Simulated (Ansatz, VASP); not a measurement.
Two plane-wave programs on MgO

Contents of POSCAR:

```
MgO
1.0
    2.6035865643     -0.0197625634     -0.0197625634
   -0.0197625634      2.6035865643     -0.0197625634
   -0.0197625634     -0.0197625634      2.6035865643
Mg O
1 1
Direct
    0.0000000000      0.0000000000      0.0000000000
    0.5000000000      0.5000000000      0.5000000000
```

File INCAR.step1:

```
  PREC = Accurate
  ENCUT = 520
  ISMEAR = 0
  SIGMA = 0.01
  LREAL = False
  LASPH = True
  NELM = 80
  NBANDS = 11
  GGA = PE
  ALGO = Normal
  EDIFF = 1E-4
  LWAVE = True
  LCHARG = False
```

The input INCAR.step2:

```
  PREC = Accurate
  ENCUT = 520
  EDIFF = 1E-6
  ISMEAR = 0
  SIGMA = 0.01
  LREAL = False
  LASPH = True
  NELM = 80
  ALGO = Normal
  ISIF = 2
  LWAVE = False
  LCHARG = False
  METAGGA = R2SCAN
  LMIXTAU = True
  NBANDS = 11
  ISTART = 1
```

The input KPOINTS:

```
regular mesh
0
Gamma
  10 10 10
```

Input for Ansatz:

```yaml
crystal:
  lattice:
    - [2.6035865643, -0.0197625634, -0.0197625634]
    - [-0.0197625634, 2.6035865643, -0.0197625634]
    - [-0.0197625634, -0.0197625634, 2.6035865643]
  atoms:
    - { symbol: Mg, position: [0.0, 0.0, 0.0] }
    - { symbol: O, position: [0.5, 0.5, 0.5] }
kpoints:
  mp_grid: { grid: [10, 10, 10] }
  band_path:
    path:
      - [0.0, 0.0, 0.0]
      - [0.0, 0.5, 0.0]
      - [0.5, 0.5, 0.0]
      - [0.5, 0.5, 0.5]
      - [0.0, 0.5, 0.5]
    npoints: 1
hamiltonian:
  xc: r2scan
scf:
  occupations: { method: fixed }
  n_extra_bands: 4
output:
  forces: true
  stress: true
  eigenvalues: true
```

Change from the starting cell: shear_111 strain -2.3%.

Alike in both runs: task single point; functional r2SCAN; k mesh 10 × 10 × 10; no spin polarisation.

|  | VASP | Ansatz |
| --- | --- | --- |
| version | VASP 6.6.1 | Ansatz 0.2.0 |
| potentials or method | VASP PAW PBE potentials, release 64 (Mg, O) | plane waves, PAW |
| plane-wave cutoff (eV) | 520 | 500 |
| occupations | gaussian, width 0.01 eV | fixed |
| valence electrons in the cell | 8 | 16 |

Ansatz gave:

| Quantity | Value |
| --- | --- |
| gap on the k mesh at the Fermi level (eV) | 3.72 |
| pressure (GPa) | 3.9 |
| largest component of the traceless stress (GPa) | 0.82 |

Q: What did VASP give for the same quantities?

A: gap on the k mesh at the Fermi level (eV): 3.68; pressure (GPa): 2.6; largest component of the traceless stress (GPa): 0.85.

The two sets of potentials don't hold the same shells in valence.

Caveats: the PAW data sets were made with another functional, which shifts forces and pressure a little (VASP). A k mesh can miss the band edges.
